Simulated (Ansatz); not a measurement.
One crystal and one scan (frozen-phonon scan) at two levels, r2SCAN (plane waves to 500 eV, PAW, scalar-relativistic; Ansatz, an electronic-structure program) and PBE (plane waves to 420 eV, PAW, scalar-relativistic; Ansatz), each from its own relaxed cell and on its own mesh. The cell shown is that of r2SCAN.

Relaxed NaBr (rock salt):

```
NaBr
1.0
    0.00000     5.94759     5.94759
    2.97379     2.97379     5.94759
    2.97379     2.97379     0.00000
Br Na
2 2
Direct
  0.00000   0.00000   0.00000
  0.50000   0.00000   0.00000
  0.00000   0.50000   0.50000
  0.50000   0.50000   0.50000
```

The atoms are displaced by Q × the pattern below (from a DFPT mode at X = (0.5, 0.5, 0.0), largest move 1; Q in Å), at fixed cell. (q is in reciprocal vectors of the primitive cell; the cell shown is doubled to hold the pattern.)

```
atom      x      y       z
----  -----  -----  ------
Br1   0.000  0.000  -1.000
Br2   0.000  0.000   1.000
Na3   0.000  0.000  -0.832
Na4   0.000  0.000   0.832
```

NaBr was relaxed with its symmetry unable to fall. Percentages come from the unrounded values.

Results of r2SCAN:

| Quantity | Value |
|---|---|
| Lattice constant a (Å) | 5.948 |
| Band gap of the relaxed cell, no spin-orbit coupling (eV) | 4.98 |
| Harmonic wavenumber from the curvature (finite differences) (cm⁻¹ (negative: imaginary)) | 93 |
| Shape of the curve | a single well with its minimum at or next to zero displacement |

Task: What does PBE give for the same quantities?

Result: 
| quantity | PBE | r2SCAN − PBE |
|---|---|---|
| Lattice constant a (Å) | 6.036 | -0.088 (-1.5 %) |
| Band gap of the relaxed cell, no spin-orbit coupling (eV) | 4.07 | +0.91 (+23 %) |
| Harmonic wavenumber from the curvature (finite differences) (cm⁻¹ (negative: imaginary)) | 89 | +4 (+4 %) |

r2SCAN gives the higher value for: band gap of the relaxed cell, no spin-orbit coupling; harmonic wavenumber from the curvature. r2SCAN gives the lower value for: lattice constant a. Both give the same shape of the curve: a single well with its minimum at or next to zero displacement. Neither level is exact: the differences show how much the result hangs on the functional.

(For displaced atoms, the force is minus the slope of the energy, and its curvature is a force constant, which sets phonon frequencies.)
